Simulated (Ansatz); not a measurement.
Computed with DFT PBE, scalar-relativistic, plane waves, PAW in Ansatz 0.2.0. All cells share a 420 eV cutoff and Γ-centred k meshes spaced at most about 0.3 Å⁻¹ (about 0.25 or finer for metals, 2π included). No spin polarisation.

Each guess is relaxed in cell and atoms at zero pressure, on a coarse mesh first where it starts far from rest and then on a converged one. The steps can't lower the symmetry of the start, but it can rise. Energies are static (0 K, no zero-point motion).

Two unrelaxed guesses for In₃GaP₂:

A.

```xyz
6
Lattice="6.1751 0.0000 0.0000 -3.0876 5.3478 0.0000 0.0000 0.0000 4.9674" Properties=species:S:1:pos:R:3 pbc="T T T"
In    3.0876    0.0000    0.0000
In   -1.5438    2.6739    0.0000
In    1.5438    2.6739    0.0000
Ga    0.0000    0.0000    0.0000
P     0.0000    3.5652    0.0000
P     3.0876    1.7826    0.0000
```

B.

```xyz
6
Lattice="4.7628 0.0000 0.0000 0.0000 4.7628 0.0000 0.0000 0.0000 6.7825" Properties=species:S:1:pos:R:3 pbc="T T T"
In    2.3814    2.3814    0.0000
In    0.0000    0.0000    0.0000
In    2.3814    2.3814    3.3913
Ga    0.0000    0.0000    3.3913
P     0.0000    2.3814    1.8171
P     2.3814    0.0000    4.9654
```

Problem. Do they relax into the same structure? If not, which is lower?

Solution. No. B ends lower, by 0.46 eV/atom. A: P6/mmm at 27.3 Å³/atom → P6/mmm at 34.0 Å³/atom; B: P-4m2 at 25.6 Å³/atom → P-4m2 at 26.2 Å³/atom. Counting P atoms around Ga and In (those within 1.25 times the shortest such distance or 1.15 times the sum of covalent radii; a plus sign parts nearer from farther groups; the shortest distance is added where it is long for a bond; a slash parts the counts of unlike sites), the end of A has In 2, Ga 6+12 from 5.3 Å and the end of B has In 4/4 from 3.4 Å, Ga 4. End of A. Conventional cell: a = 9.177 Å, c = 2.798 Å. In is surrounded by 2 P at 2.65 Å and 2 In at 2.80 Å; Ga is surrounded by 2 Ga at 2.80 Å; P has 3 In at 2.65 Å and 2 P at 2.80 Å. End of B. Conventional cell: a = 4.465 Å, c = 7.890 Å. Around In on its first site lie 4 In at 3.16 Å and 4 P at 3.39 Å; around Ga lie 4 P at 2.63 Å and 4 In at 3.16 Å; around P lie 2 Ga at 2.63 Å, 2 In at 2.63 Å and 4 In at 3.39 Å; 2 more sites not described.

Ends held by symmetry can be saddle points. Even the lowest of the cells shown lies +0.09 eV/atom against the elements. Some types were kept out of the candidates beforehand, so the set may lack a known form.
